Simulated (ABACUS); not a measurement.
# V: equation of state with PBE

Crystal: V.

```
V
1.0
    -1.51435    1.51435    1.51435
     1.51435   -1.51435    1.51435
     1.51435    1.51435   -1.51435
V
1
Direct
  0.00000 0.00000 0.00000
```

```json
{
 "Program": "ABACUS 3.10.1",
 "Task": "equation of state",
 "Functional": "PBE",
 "Potentials or basis": "PseudoDojo NC SR 0.4.1 PBE standard",
 "Cutoff": "1361 eV",
 "Density cutoff": "5442 eV",
 "Basis": "TZDP LCAO (the cutoffs set its grid)",
 "k mesh": "12 × 12 × 12",
 "Occupations": "fermi-dirac, width 0.05 eV",
 "Spin": "collinear spin, ferromagnetic start",
 "Starting moments": "[2.0] μB"
}
```

```json
{
 "Equilibrium volume": "13.49 Å³/atom",
 "Bulk modulus": "179 GPa",
 "Pressure derivative of the bulk modulus": "3.6 (rough: it moves with the points fitted)"
}
```

Energy against volume, from the lowest point:
```csv
volume (Å³/atom),energy (meV/atom)
13.058,7.57
13.336,0.52
13.613,0.00
13.891,5.77
14.169,17.04
14.447,33.49
14.725,54.42
```

All runs of the series together: 110 s on 4 threads of AMD EPYC 9B14 (Zen 4) (shared host).

Caveat: the atomic orbitals were generated for these runs and aren't a published set; the basis of atomic orbitals isn't converged, which shifts pressures, moduli and gaps.
